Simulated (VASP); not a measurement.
**Ni: electrostatic potential with LDA**

Ni:

```
CELL_PARAMETERS angstrom
0.00000 1.71138 1.71138
1.71138 0.00000 1.71138
1.71138 1.71138 0.00000
ATOMIC_POSITIONS crystal
Ni 0.00000 0.00000 0.00000
```

The cell was built by a generator and needn't be a form met in nature.

| Item | Value |
| --- | --- |
| Program | VASP 6.6.1 |
| Task | electrostatic potential |
| Functional | LDA |
| Potentials or basis | VASP PAW LDA potentials, release 64 (Ni) |
| Cutoff | 520 eV |
| k mesh | 20 × 20 × 20 |
| Occupations | methfessel-paxton, width 0.1 eV |
| Spin | collinear spin, ferromagnetic start |
| Starting moments | [0.7] μB |
| Further INCAR settings | ALGO = Normal; EDIFF = 1e-07 |

The pressure is 0.1 GPa, the band gap on the k mesh is none (metal or under the smearing width) and the net moment is 0.61 μB per cell. The site moments are Ni +0.61 μB and the valence electrons inside the program's atomic spheres are Ni 9.48.

Levels at points of the mesh, in eV from the Fermi level:
Spin up:
```
           k point  band 1  band 2  band 3  band 4  band 5  band 6  band 7  band 8  band 9
(0.00, 0.00, 0.00)   -9.57   -2.59   -2.59   -2.59   -1.29   -1.29   24.46   28.87   28.87
(0.50, 0.00, 0.00)   -5.27   -2.60   -2.60   -0.50   -0.50   -0.41    6.32   22.94   26.01
(0.50, 0.50, 0.00)   -5.14   -4.60   -0.48   -0.33   -0.33    2.50   10.03   15.54   15.54
```
Spin down:
```tsv
k point	band 2	band 3	band 4	band 5	band 6	band 7	band 8	band 9
(0.00, 0.00, 0.00)	-1.96	-1.96	-1.96	-0.71	-0.71	24.45	28.92	28.92
(0.50, 0.00, 0.00)	-2.04	-2.04	-0.38	0.16	0.16	6.71	22.92	26.13
(0.50, 0.50, 0.00)	-4.08	0.12	0.38	0.38	2.56	10.31	15.62	15.62
```

Wall time 42 s on 1 thread of Intel(R) Xeon(R) Platinum 8375C CPU @ 2.90GHz (Ice Lake), with other jobs on the host, peak memory 0.15 GiB.
